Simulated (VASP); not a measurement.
A run of VASP 6.6.1 is set up as follows.

The input POSCAR:

```
Be
1.0
   -1.2483903233      1.2483903233      1.2483903233
    1.2483903233     -1.2483903233      1.2483903233
    1.2483903233      1.2483903233     -1.2483903233
Be
1
Direct
    0.0000000000      0.0000000000      0.0000000000
```

INCAR.step1

```
PREC = Accurate
ENCUT = 520
EDIFF = 1E-5
ISMEAR = 0
SIGMA = 0.05
LREAL = F
LASPH = T
NELM = 100
ALGO = Normal
ISIF = 2
LWAVE = T
LCHARG = F
NBANDS = 7
GGA = PE
```

The input INCAR.step2:

```
PREC = Accurate
ENCUT = 520
EDIFF = 1E-7
ISMEAR = 0
SIGMA = 0.05
LREAL = F
LASPH = T
NELM = 100
ALGO = Normal
ISIF = 2
LWAVE = F
LCHARG = F
GGA = PE
LHFCALC = T
HFSCREEN = 0.2079
PRECFOCK = Normal
NBANDS = 7
ISTART = 1
```

KPOINTS

```
regular mesh
0
Gamma
  12 12 12
```

Potentials or basis: VASP PAW PBE potentials, release 64 (Be).

The run is started by

```console
$ cat potpaw_PBE.64/Be/POTCAR > POTCAR
$ cp INCAR.step1 INCAR
$ mpirun -np 1 vasp_std > vasp.out
$ cp INCAR.step2 INCAR
$ mpirun -np 1 vasp_std > vasp.out
```

**Question.** Predict the pressure.

**Answer.** -0.1 GPa.

**Question.** Estimate the band gap on the k mesh.

**Answer.** None (metal or under the smearing width).

Caveat: the PAW data sets were made with another functional, which shifts forces and pressure a little.
